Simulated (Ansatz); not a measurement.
**CdS (Greenockite): single point with PBE**

**The experiment to reproduce.**

From “Isotope dependence of band-gap energy”, 2008, arxiv:0807.2152, for a bulk crystal of CdS: band gap 2.5809 ± 0.0002 eV.

Crystal: CdS (Greenockite).

```xyz
4
Lattice="4.1500 0.0000 0.0000 -2.0750 3.5940 0.0000 0.0000 0.0000 6.7370" Properties=species:S:1:pos:R:3 pbc="T T T"
Cd    2.0750    1.1980    3.3685
Cd    0.0000    2.3960    0.0000
S     2.0750    1.1980    5.8949
S     0.0000    2.3960    2.5264
```

```yaml
Program: Ansatz 0.2.0
Task: single point
Functional: PBE
Potentials_or_basis: Ansatz PAW
Cutoff: "420 eV (not typed: the program's choice for these potentials)"
k_mesh: 7 × 7 × 4
Occupations: gaussian, width 0.029 eV
Spin: no spin polarisation
```

| Item | Value |
| --- | --- |
| Pressure | 2.1 GPa |
| Largest force | 0.068 eV/Å |
| Band gap on the k mesh | 1.20 eV, direct |

Forces on the atoms (eV/Å):
```
Cd   0.000  0.000 -0.068
Cd   0.000  0.000 -0.068
S    0.000  0.000  0.068
S    0.000  0.000  0.068
```

Stress tensor (GPa, compression positive):
```
1.86 0.00 0.00
0.00 1.86 0.00
0.00 0.00 2.50
```

Levels at points of the mesh, in eV from the valence-band top:
| k point | band 23 | band 24 | band 25 | band 26 | band 27 | band 28 | band 29 | band 30 |
| --- | --- | --- | --- | --- | --- | --- | --- | --- |
| (0.00, 0.00, 0.00) | -0.76 | -0.04 | 0.00 | 0.00 | 1.20 | 2.79 | 6.46 | 6.46 |
| (0.00, 0.00, -0.50) | -0.39 | -0.39 | -0.39 | -0.39 | 2.84 | 2.84 | 6.17 | 6.17 |

Run time: 6.8 s on 2 threads of Intel(R) Xeon(R) Processor @ 2.50GHz (Skylake/Cascade Lake), on a shared host, peak memory 0.37 GiB.

A measured gap of CdS is 2.5809 eV (quoted in “Isotope dependence of band-gap energy”, 2008, arxiv:0807.2152); the calculated 1.20 eV misses it by -1.38 eV. So large a miss can be the level of theory's own, or it may mean another phase, state or a wrong row. Spin-orbit coupling on Cd is left out. The value is that of PBE, without temperature or zero-point motion. Semilocal functionals fall short of measured gaps as a rule.

Caveat: odd divisions of the mesh miss points on the zone boundary, where band edges often lie, so the gap on the mesh can be too wide.
